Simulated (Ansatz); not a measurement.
Runs of Ansatz 0.2.0 on CuI (Marshite). The structure is cubic, space group F-43m (No. 216). Conventional cell: a = 6.063 Å, b = 6.063 Å, c = 6.063 Å, α = 90.00°, β = 90.00°, γ = 90.00°. I (site symmetry -43m) has 4 Cu at 2.63 Å as nearest neighbours. Cu (site symmetry -43m) has 4 I at 2.63 Å as nearest neighbours. 

```csv
task,level,spin,cell,k mesh,points for each segment of the path,gap on the mesh (eV),pressure (GPa),relaxed volume (Å³/atom)
band structure,LDA,off,as given,8 × 8 × 8,14,0.94,-4.4,-
relaxation of cell and atoms,PBEsol,off,relaxed,8 × 8 × 8,-,(b),0.0,26.19
band structure,LDA,"SOC, no magnetisation",as given,6 × 6 × 6,14,0.77,-4.3,-
band structure,PBEsol,off,as given,8 × 8 × 8,14,(a),-2.6,-
relaxation of cell and atoms,LDA,off,relaxed,8 × 8 × 8,-,1.22,0.0,25.18
```

Alike in all rows: potentials or basis Ansatz PAW; cutoff (eV) 420; smearing fermi-dirac 0.05 eV.

Question: Fill in the values left out.

Answer: (a) 1.01; (b) 1.17.

Caveats: the PAW data sets come from PBE, with cores solved anew for the run's functional, which leaves a small shift of forces and pressure; spin-orbit coupling is left out, which moves the levels of the heavy elements (some runs); the plane-wave basis is chosen anew once the cell has moved, so the energies of steps on either side of that aren't comparable (some runs).

A k mesh can miss the band edges, and rows without SOC leave out spin-orbit coupling on I.

Runs at the PBE level aren't shown here.
